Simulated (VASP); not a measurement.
Level of theory: r2SCAN meta-GGA, VASP's PBE PAW potentials (set 64) (plane waves; VASP).

The input files of a VASP run:

INCAR:
```
SYSTEM=LiI
PREC=Accurate; ENCUT=520; LREAL=.False.
LASPH=.True.
EDIFF=1E-6; NELM=100; ALGO=Normal
LMAXMIX=4; LMIXTAU=.True.
ISMEAR=0; SIGMA=0.05
METAGGA=R2SCAN
IBRION=2; NSW=60; ISIF=3
EDIFFG=-0.01
LWAVE=.False.; LCHARG=.False.
```

POSCAR:
```
LiI
1
    0.0000000000     3.0100000000     3.0100000000
    3.0100000000     0.0000000000     3.0100000000
    3.0100000000     3.0100000000     0.0000000000
Li I
1 1
Direct
  0.0000000000   0.0000000000   0.0000000000
  0.5000000000   0.5000000000   0.5000000000
```

File KPOINTS:
```
Regular mesh
0
Gamma
  7 7 7
```

POTCAR, in this order: Li_sv I (PBE.64 set). Program: vasp_std.

What VASP printed:

**OSZICAR**
```
       N       E                     dE             d eps       ncg     rms          rms(c)
DAV:   1     0.147425225278E+02    0.14743E+02   -0.37260E+03   360   0.975E+02
DAV:   2    -0.292689211777E+02   -0.44011E+02   -0.42774E+02   519   0.141E+02
DAV:   3    -0.309668990681E+02   -0.16980E+01   -0.16969E+01   428   0.330E+01
DAV:   4    -0.310322163266E+02   -0.65317E-01   -0.65178E-01   622   0.602E+00
DAV:   5    -0.310324883300E+02   -0.27200E-03   -0.27198E-03   450   0.464E-01    0.266E+00
DAV:   6    -0.296670865150E+02    0.13654E+01   -0.32877E-01   509   0.482E+00    0.232E+00
DAV:   7    -0.297068134798E+02   -0.39727E-01   -0.13513E-01   402   0.384E+00    0.228E-01
DAV:   8    -0.298303126495E+02   -0.12350E+00   -0.18693E-01   378   0.390E+00    0.197E-01
DAV:   9    -0.296025889548E+02    0.22772E+00   -0.46787E-02   374   0.270E+00    0.265E-01
DAV:  10    -0.295920970948E+02    0.10492E-01   -0.72919E-03   426   0.124E+00    0.205E-01
DAV:  11    -0.296948384880E+02   -0.10274E+00   -0.41008E-02   362   0.274E+00    0.165E-01
DAV:  12    -0.296914831772E+02    0.33553E-02   -0.78288E-03   366   0.118E+00    0.127E-01
DAV:  13    -0.296971091595E+02   -0.56260E-02   -0.36554E-03   367   0.791E-01    0.634E-02
DAV:  14    -0.296967189872E+02    0.39017E-03   -0.59511E-05   495   0.972E-02    0.622E-02
DAV:  15    -0.296959288086E+02    0.79018E-03   -0.94920E-05   397   0.151E-01    0.326E-02
DAV:  16    -0.296972884186E+02   -0.13596E-02   -0.41352E-04   450   0.288E-01    0.263E-02
DAV:  17    -0.296973415031E+02   -0.53085E-04   -0.55194E-05   488   0.933E-02    0.122E-02
DAV:  18    -0.296973557908E+02   -0.14288E-04   -0.18151E-06   443   0.216E-02    0.934E-03
DAV:  19    -0.296973684192E+02   -0.12628E-04   -0.10356E-05   447   0.443E-02    0.865E-03
DAV:  20    -0.296973681504E+02    0.26878E-06   -0.30906E-06   462   0.281E-02
   1 F= -.29697368E+02 E0= -.29697368E+02  d E =-.296974E+02
       N       E                     dE             d eps       ncg     rms          rms(c)
DAV:   1    -0.296990029423E+02   -0.16345E-02   -0.26056E-02   366   0.954E-01    0.223E-01
DAV:   2    -0.296981091398E+02    0.89380E-03   -0.20290E-03   416   0.387E-01    0.114E-01
DAV:   3    -0.296977871825E+02    0.32196E-03   -0.13679E-03   366   0.257E-01    0.683E-02
DAV:   4    -0.296979412054E+02   -0.15402E-03   -0.12800E-04   366   0.152E-01    0.651E-02
DAV:   5    -0.296965076435E+02    0.14336E-02   -0.72197E-04   363   0.374E-01    0.216E-02
DAV:   6    -0.296979173469E+02   -0.14097E-02   -0.69629E-04   360   0.359E-01    0.278E-02
DAV:   7    -0.296979313371E+02   -0.13990E-04   -0.67851E-06   401   0.372E-02    0.149E-02
DAV:   8    -0.296979294891E+02    0.18481E-05   -0.63778E-07   399   0.112E-02    0.166E-02
DAV:   9    -0.296979284723E+02    0.10167E-05   -0.33413E-07   225   0.732E-03    0.822E-03
DAV:  10    -0.296979384781E+02   -0.10006E-04   -0.94906E-07   376   0.168E-02    0.147E-03
DAV:  11    -0.296979389562E+02   -0.47806E-06   -0.37398E-08   216   0.282E-03
   2 F= -.29697939E+02 E0= -.29697939E+02  d E =-.570806E-03
       N       E                     dE             d eps       ncg     rms          rms(c)
DAV:   1    -0.296981238798E+02   -0.18540E-03   -0.22163E-03   366   0.278E-01    0.642E-02
DAV:   2    -0.296980605872E+02    0.63293E-04   -0.17260E-04   416   0.113E-01    0.332E-02
DAV:   3    -0.296980430240E+02    0.17563E-04   -0.11932E-04   365   0.771E-02    0.198E-02
DAV:   4    -0.296980591538E+02   -0.16130E-04   -0.12244E-05   366   0.471E-02    0.188E-02
DAV:   5    -0.296979299862E+02    0.12917E-03   -0.61101E-05   362   0.110E-01    0.744E-03
DAV:   6    -0.296980549822E+02   -0.12500E-03   -0.53871E-05   360   0.100E-01    0.831E-03
DAV:   7    -0.296980568982E+02   -0.19160E-05   -0.76166E-07   398   0.129E-02    0.397E-03
DAV:   8    -0.296980564821E+02    0.41603E-06   -0.45423E-08   213   0.308E-03
   3 F= -.29698056E+02 E0= -.29698056E+02  d E =-.688332E-03
       N       E                     dE             d eps       ncg     rms          rms(c)
DAV:   1    -0.296985610036E+02   -0.50411E-03   -0.88513E-03   365   0.556E-01    0.131E-01
DAV:   2    -0.296982699437E+02    0.29106E-03   -0.68790E-04   416   0.224E-01    0.678E-02
DAV:   3    -0.296981708781E+02    0.99066E-04   -0.47429E-04   364   0.151E-01    0.398E-02
DAV:   4    -0.296982302073E+02   -0.59329E-04   -0.46708E-05   364   0.920E-02    0.374E-02
DAV:   5    -0.296976903925E+02    0.53981E-03   -0.24480E-04   362   0.222E-01    0.131E-02
DAV:   6    -0.296982179807E+02   -0.52759E-03   -0.22507E-04   360   0.209E-01    0.149E-02
DAV:   7    -0.296982235757E+02   -0.55950E-05   -0.28356E-06   380   0.253E-02    0.765E-03
DAV:   8    -0.296982216638E+02    0.19119E-05   -0.30164E-07   294   0.810E-03    0.915E-03
DAV:   9    -0.296982208772E+02    0.78659E-06   -0.94520E-08   216   0.457E-03
   4 F= -.29698221E+02 E0= -.29698221E+02  d E =-.852727E-03
```

File OUTCAR:
```
------------------------ aborting loop because EDIFF is reached ----------------------------------------
  FORCE on cell =-STRESS in cart. coord.  units (eV):
  Direction    XX          YY          ZZ          XY          YZ          ZX
  --------------------------------------------------------------------------------------
  Total       -0.0117486     -0.0117486     -0.0117486     -0.0000000      0.0000000     -0.0000000
  in kB       -0.3494127     -0.3494127     -0.3494127     -0.0000000      0.0000000     -0.0000000
  external PRESSURE =      -0.3494127 kB  Pullay stress =       0.0000000 kB
  volume of cell :       53.87
      direct lattice vectors                 reciprocal lattice vectors
    -0.000000000  2.997616650  2.997616650    -0.166799180  0.166799180  0.166799180
     2.997616650 -0.000000000  2.997616650     0.166799180 -0.166799180  0.166799180
     2.997616650  2.997616650 -0.000000000     0.166799180  0.166799180 -0.166799180
 POSITION                                       TOTAL-FORCE (eV/Angst)
 -----------------------------------------------------------------------------------
     -0.00000      2.99762      2.99762         0.000000     -0.000000     -0.000000
      2.99762      2.99762      2.99762        -0.000000      0.000000      0.000000
 -----------------------------------------------------------------------------------
    total drift:                               -0.000000     -0.000000      0.000000
  FREE ENERGIE OF THE ION-ELECTRON SYSTEM (eV)
  ---------------------------------------------------
  free  energy   TOTEN  =       -29.6982208772 eV

  energy  without entropy=      -29.6982208772  energy(sigma->0) =      -29.69822088

 reached required accuracy - stopping structural energy minimisation
```
(Selected blocks of OUTCAR.)

File CONTCAR:
```
LiI
   1.00000000000000
    -0.0000000000000000    2.9976166502438999    2.9976166502438999
     2.9976166502438999   -0.0000000000000000    2.9976166502438999
     2.9976166502438999    2.9976166502438999   -0.0000000000000000
  Li              I
     1     1
Direct
     1.0000000000000000    0.0000000000000000    0.0000000000000000
     0.5000000000000000    0.5000000000000000    0.5000000000000000
```

OUTCAR:
```
 val. band max:        1.9038053897   @ k =   0.0000   0.0000   0.0000

 cond. band min:       7.0886054307   @ k =   0.4286   0.4286   0.0000


 Fermi energy:         2.1147033750

 k-point     1 :       0.0000    0.0000    0.0000
  band No.  band energies     occupation
      1     -44.8918      2.00000
      2     -10.1261      2.00000
      3       1.9038      2.00000
      4       1.9038      2.00000
      5       1.9038      2.00000
      6       7.1388      0.00000
      7      10.7793      0.00000
      8      10.7793      0.00000
      9      10.7794      0.00000

 k-point     2 :       0.1429    0.0000    0.0000
  band No.  band energies     occupation
      1     -44.8917      2.00000
      2     -10.0305      2.00000
      3       1.1410      2.00000
      4       1.8423      2.00000
      5       1.8423      2.00000
      6       7.6816      0.00000
      7      10.3051      0.00000
      8      10.5959      0.00000
      9      10.5963      0.00000

 k-point     3 :       0.2857    0.0000    0.0000
  band No.  band energies     occupation
      1     -44.8917      2.00000
      2      -9.7983      2.00000
      3      -0.1606      2.00000
      4       1.7145      2.00000
      5       1.7145      2.00000
      6       7.6211      0.00000
      7       9.4702      0.00000
      8       9.4707      0.00000
      9      11.3878      0.00000

 k-point     4 :       0.4286    0.0000    0.0000
  band No.  band energies     occupation
      1     -44.8917      2.00000
      2      -9.5910      2.00000
      3      -1.0196      2.00000
      4       1.6211      2.00000
      5       1.6211      2.00000
      6       7.2346      0.00000
      7       8.8298      0.00000
      8       8.8304      0.00000
      9      12.7888      0.00000

 k-point     5 :       0.1429    0.1429    0.0000
  band No.  band energies     occupation
      1     -44.8917      2.00000
      2      -9.9977      2.00000
      3       1.2322      2.00000
...
```

Unless said otherwise, spin-orbit coupling is left out, though it shifts the bands of the heavy elements here.

The compound is LiI in the rock salt structure. This run relaxes it. Symmetry was kept, so distortions that lower it aren't found.
